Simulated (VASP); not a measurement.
# BiTe (R-3m) in VASP: single point with PBEsol

Aim: the single point of BiTe with PBEsol.

All numbers are computed with VASP 6.6.1; they aren't measurements. Logs are shortened: lines on timing, memory, paths and dates and some standing lists are left out, and cuts for length are marked.

## Step 1: Starting point

The structure is trigonal, space group R-3m (No. 166). The conventional cell has a = 4.845 Å, b = 4.845 Å, c = 9.952 Å, α = 90.00°, β = 90.00°, γ = 120.00°. Bi (site symmetry -3m) is surrounded by 6 Te at 3.25 Å. Te (site symmetry -3m) has 6 Bi at 3.25 Å as nearest neighbours.

The cell comes from a database or a generator and needn't be the stable form of this composition.

## Step 2: Single point, PBEsol

The input, INCAR:

```
SYSTEM = BiTe
  PREC = Accurate
  ENCUT = 520
  EDIFF = 1E-7
  ISMEAR = 0
  SIGMA = 0.1
  LREAL = .FALSE.
  LASPH = .TRUE.
  NELM = 100
  ALGO = Fast
  ISIF = 2
  LWAVE = .FALSE.
  LCHARG = .TRUE.
  GGA = PS
  LELF = .TRUE.
  LVHAR = .TRUE.
  NBANDS = 18
```

The input, KPOINTS:

```
regular mesh
0
G
  6 6 6
  0 0 0
```

The input, POSCAR:

```
BiTe
1.0
    2.4227077728      1.3987509848      3.3172919545
   -2.4227077728      1.3987509848      3.3172919545
    0.0000000000     -2.7975019696      3.3172919545
Bi Te
1 1
Direct
    0.5000000000      0.5000000000      0.5000000000
    0.0000000000      0.0000000000      0.0000000000
```

Potentials or basis: VASP PAW PBE potentials, release 64 (Bi_d, Te).

Started as:

```bash
cat potpaw_PBE.64/Bi_d/POTCAR potpaw_PBE.64/Te/POTCAR > POTCAR
mpirun -np 1 vasp_std > vasp.out
```

OUTCAR:

```text
SYSTEM = BiTe
   PREC = Accurate
   ENCUT = 520
   EDIFF = 1E-7
   ISMEAR = 0
   LREAL = .FALSE.
   LASPH = .TRUE.
   NELM = 100
   ISIF = 2
   GGA = PS

 ion  position               nearest neighbor table
   1  0.500  0.500  0.500-   2 3.25   2 3.25   2 3.25   2 3.25   2 3.25   2 3.25
   2  0.000  0.000  0.000-   1 3.25   1 3.25   1 3.25   1 3.25   1 3.25   1 3.25

  LATTYP: Found a trigonal (rhomboedric) cell.
 ALAT       =     4.3394058558
 COS(alpha) =     0.3765932224

  Lattice vectors:

 A1 = (   2.4227077728,   1.3987509848,   3.3172919545)
 A2 = (  -2.4227077728,   1.3987509848,   3.3172919545)
 A3 = (   0.0000000000,  -2.7975019696,   3.3172919545)

Analysis of symmetry for initial positions (statically):
=====================================================================
 Subroutine PRICEL returns:
 Original cell was already a primitive cell.

 Routine SETGRP: Setting up the symmetry group for a
 trigonal (rhombohedral) supercell.

 Subroutine GETGRP returns: Found 12 space group operations
 (whereof 12 operations were pure point group operations)
 out of a pool of 12 trial point group operations.

The static configuration has the point symmetry D_3d.

Analysis of symmetry for dynamics (positions and initial velocities):
=====================================================================
 Subroutine PRICEL returns:
 Original cell was already a primitive cell.

 Routine SETGRP: Setting up the symmetry group for a
 trigonal (rhombohedral) supercell.

 Subroutine GETGRP returns: Found 12 space group operations
 (whereof 12 operations were pure point group operations)
 out of a pool of 12 trial point group operations.

The dynamic configuration has the point symmetry D_3d.

 Subroutine INISYM returns: Found 12 space group operations
 (whereof 12 operations are pure point group operations),
 and found     1 'primitive' translations

----------------------------------------------------------------------------------------

                                     Primitive cell

  volume of cell :      67.4491

  direct lattice vectors                    reciprocal lattice vectors
     2.422707773  1.398750985  3.317291954     0.206380648  0.119153923  0.100483568
    -2.422707773  1.398750985  3.317291954    -0.206380648  0.119153923  0.100483568
     0.000000000 -2.797501970  3.317291954     0.000000000 -0.238307845  0.100483568

  length of vectors
     4.339405856  4.339405856  4.339405856     0.258626326  0.258626326  0.258626326

  position of ions in fractional coordinates (direct lattice)
     0.500000000  0.500000000  0.500000000
     0.000000000  0.000000000  0.000000000

  ion indices of the primitive-cell ions
   primitive index   ion index
                 1           1
                 2           2

----------------------------------------------------------------------------------------

 KPOINTS: regular mesh

Automatic generation of k-mesh.
 Grid dimensions read from file:
 generate k-points for:    6    6    6

 Generating k-lattice:

  Cartesian coordinates                     Fractional coordinates (reciprocal lattice)
     0.034396775  0.019858987  0.016747261     0.166666667 -0.000000000  0.000000000
    -0.034396775  0.019858987  0.016747261    -0.000000000  0.166666667  0.000000000
     0.000000000 -0.039717974  0.016747261     0.000000000  0.000000000  0.166666667

  Length of vectors
     0.043104388  0.043104388  0.043104388

  Shift w.r.t. Gamma in fractional coordinates (k-lattice)
     0.000000000  0.000000000  0.000000000

 Subroutine IBZKPT returns following result:
 ===========================================

 Found     32 irreducible k-points:

 Following reciprocal coordinates:
            Coordinates               Weight
  0.000000  0.000000  0.000000      1.000000
  0.166667 -0.000000  0.000000      6.000000
  0.333333 -0.000000  0.000000      6.000000
  0.500000 -0.000000  0.000000      3.000000
  0.166667  0.166667  0.000000      6.000000
  0.333333  0.166667  0.000000     12.000000
[... 16 lines left out ...]
  0.500000  0.500000  0.166667      6.000000
 -0.333333  0.500000  0.166667     12.000000
 [... further k-points ...]
   k-points           NKPTS =     32   k-points in BZ     NKDIM =     32   number of bands    NBANDS=     18
   number of dos      NEDOS =    301   number of ions     NIONS =      2
   total plane-waves  NPLWV =  32768
   dimension x,y,z NGX =    32 NGY =   32 NGZ =   32
   dimension x,y,z NGXF=    64 NGYF=   64 NGZF=   64
   ions per type =               1   1
   NGX,Y,Z   is equivalent  to a cutoff of  12.26, 12.26, 12.26 a.u.
   NGXF,Y,Z  is equivalent  to a cutoff of  24.52, 24.52, 24.52 a.u.
 SYSTEM =  BiTe
   PREC   = accura    normal or accurate (medium, high low for compatibility)
   ISTART =      0    job   : 0-new  1-cont  2-samecut
   ICHARG =      2    charge: 1-file 2-atom 10-const
   ISPIN  =      1    spin polarized calculation?
   LNONCOLLINEAR =      F non collinear calculations
   LSORBIT =      F    spin-orbit coupling
   LASPH  =      T    aspherical Exc in radial PAW
   ENCUT  =  520.0 eV  38.22 Ry    6.18 a.u.   8.07  8.07  8.07*2*pi/ulx,y,z
   NELM   =    100;   NELMIN=  2; NELMDL= -5     # of ELM steps
   EDIFF  = 0.1E-06   stopping-criterion for ELM
   LREAL  =      F    real-space projection
   EDIFFG = 0.1E-05   stopping-criterion for IOM
   NSW    =      0    number of steps for IOM
   IBRION =     -1    ionic relax: 0-MD 1-quasi-New 2-CG
   NFREE  =      0    steps in history (QN), initial steepest desc. (CG)
   ISIF   =      2    stress and relaxation
   ISYM   =      2    0-nonsym 1-usesym 2-fastsym
   POTIM  = 0.5000    time-step for ionic-motion
   TEBEG  =    0.0;   TEEND  =   0.0 temperature during run
   PSTRESS=    0.0 pullay stress
   NELECT =      21.0000    total number of electrons
   NUPDOWN=      -1.0000    fix difference up-down
   EMIN   =  10.00;   EMAX   =-10.00  energy-range for DOS
   EFERMI =   0.00;   METHOD = LEGACY
   ISMEAR =     0;   SIGMA  =   0.10  broadening in eV -4-tet -1-fermi 0-gaus
   EFERMI_NEDOS =   21; number of points for ismear=-14 and -15
   IALGO  =     68    algorithm
   IMIX   =      4    mixing-type and parameters
     AMIX     =   0.40;   BMIX     =  1.00
     AMIX_MAG =   1.60;   BMIX_MAG =  1.00
  volume/ion in A,a.u.               =      33.72       227.58
  Fermi-wavevector in a.u.,A,eV,Ry     =   1.109573  2.096789 16.750837  1.231152
  Thomas-Fermi vector in A             =   2.246114
   LORBIT       =      0    0 simple, 1 ext, 2 COOP (PROOUT), +10 PAW based schemes
   GGA     = PS    functional components
   LHFCALC =     F    Hartree Fock is set to
   AEXX    =    0.0000 exact exchange contribution
   IVDW    =     0    specifies the selected vdW correction
   LEPSILON=     F    determine dielectric tensor
   LRPA    =     F    only Hartree local field effects (RPA)
 non-spin polarized calculation
 RMM-DIIS sequential band-by-band and
 Gauss-broadening in eV      SIGMA  =   0.10
  energy-cutoff  :      520.00
  volume of cell :       67.45
 maximum number of plane-waves:      1832
   NGX = 17   NGY = 17   NGZ = 17

 number of electron      20.9999996 magnetization

 Free energy of the ion-electron system (eV)
  ---------------------------------------------------
  ext. energy  EPLUGINS =         0.00000000
  ---------------------------------------------------
  free energy    TOTEN  =        -7.98673318 eV

  energy without entropy =       -7.98098308  energy(sigma->0) =       -7.98385813

 E-fermi :   6.4670     XC(G=0):  -9.6331

 val. band max:        6.4557120401   @ k =   0.5000   0.3333   0.1667
 cond. band min:       6.5109480249   @ k =   0.3333   0.3333   0.1667
 fundamental gap:      0.0552359849
 Fermi energy:         6.4669843371

 k-point     1 :       0.0000    0.0000    0.0000
  band No.  band energies     occupation
      1     -16.6242      2.00000
      2     -16.6242      2.00000
      3     -16.6135      2.00000
      4     -16.6135      2.00000
      5     -16.5983      2.00000
      6      -6.9837      2.00000
[... 10 lines left out ...]
     17      13.1396      0.00000
     18      13.4052      0.00000

 k-point     2 :       0.1667   -0.0000    0.0000
  band No.  band energies     occupation
      1     -16.6241      2.00000
      2     -16.6237      2.00000
      3     -16.6148      2.00000
      4     -16.6116      2.00000
      5     -16.5977      2.00000
      6      -6.7477      2.00000
[... 10 lines left out ...]
     17      13.9593      0.00000
     18      14.5745      0.00000

 k-point     3 :       0.3333   -0.0000    0.0000
  band No.  band energies     occupation
      1     -16.6246      2.00000
      2     -16.6233      2.00000
      3     -16.6167      2.00000
      4     -16.6084      2.00000
      5     -16.5955      2.00000
      6      -6.0568      2.00000
[... 10 lines left out ...]
     17      15.2228      0.00000
     18      16.1867      0.00000

 k-point     4 :       0.5000   -0.0000    0.0000
  band No.  band energies     occupation
      1     -16.6249      2.00000
      2     -16.6237      2.00000
      3     -16.6171      2.00000
      4     -16.6073      2.00000
      5     -16.5937      2.00000
      6      -5.0719      2.00000
[... 375 lines left out ...]
      4     -16.6065      2.00000
      5     -16.5957      2.00000
      6      -5.5648      2.00000
[... 10 lines left out ...]
     17      14.7638      0.00000
     18      16.1092      0.00000

 k-point    23 :       0.5000    0.5000    0.1667
  band No.  band energies     occupation
      1     -16.6334      2.00000
      2     -16.6232      2.00000
      3     -16.6116      2.00000
      4     -16.5973      2.00000
      5     -16.5960      2.00000
      6      -5.1473      2.00000
[... 10 lines left out ...]
     17      16.4601      0.00000
     18      16.8136      0.00000

 k-point    24 :      -0.3333    0.5000    0.1667
  band No.  band energies     occupation
      1     -16.6320      2.00000
      2     -16.6229      2.00000
      3     -16.6118      2.00000
      4     -16.6006      2.00000
      5     -16.5952      2.00000
      6      -4.8898      2.00000
[... 10 lines left out ...]
     17      15.9970      0.00000
     18      17.2552      0.00000

 [... further k-points ...]

------------------------ aborting loop because EDIFF is reached ----------------------------------------

  FORCE on cell =-STRESS in cart. coord.  units (eV):
  Direction    XX          YY          ZZ          XY          YZ          ZX
  --------------------------------------------------------------------------------------
  -------------------------------------------------------------------------------------
  Total       -1.0826300     -1.0826300     -1.0861757     -0.0000000      0.0000000      0.0000000
  in kB      -25.7166422    -25.7166422    -25.8008658     -0.0000000      0.0000000      0.0000000
  external PRESSURE =     -25.7447167 kB  Pullay stress =       0.0000000 kB

 VOLUME and BASIS-vectors are now :
 -----------------------------------------------------------------------------
  energy-cutoff  :      520.00
  volume of cell :       67.45
      direct lattice vectors                 reciprocal lattice vectors
     2.422707773  1.398750985  3.317291954     0.206380648  0.119153923  0.100483568
    -2.422707773  1.398750985  3.317291954    -0.206380648  0.119153923  0.100483568
     0.000000000 -2.797501970  3.317291954     0.000000000 -0.238307845  0.100483568

 POSITION                                       TOTAL-FORCE (eV/Angst)
 -----------------------------------------------------------------------------------
      0.00000      0.00000      4.97594         0.000000      0.000000      0.000000
      0.00000      0.00000      0.00000        -0.000000      0.000000     -0.000000
 -----------------------------------------------------------------------------------
    total drift:                               -0.000000      0.000000     -0.000000

  FREE ENERGIE OF THE ION-ELECTRON SYSTEM (eV)
  ---------------------------------------------------
  free  energy   TOTEN  =        -7.9867331819 eV

  energy  without entropy=       -7.9809830821  energy(sigma->0) =       -7.98385813
```

It took 22 s on 1 thread of Intel Xeon Platinum 8488C (Sapphire Rapids), shared host; peak memory 0.19 GiB.

What came out:

- Free energy: -7.9867 eV
- Pressure: -2.6 GPa
- Band gap on the k mesh: none (metal or under the smearing width)

Caveat: the PAW data sets were made with another functional, which shifts forces and pressure a little; spin-orbit coupling is left out, which moves the levels of the heavy elements.
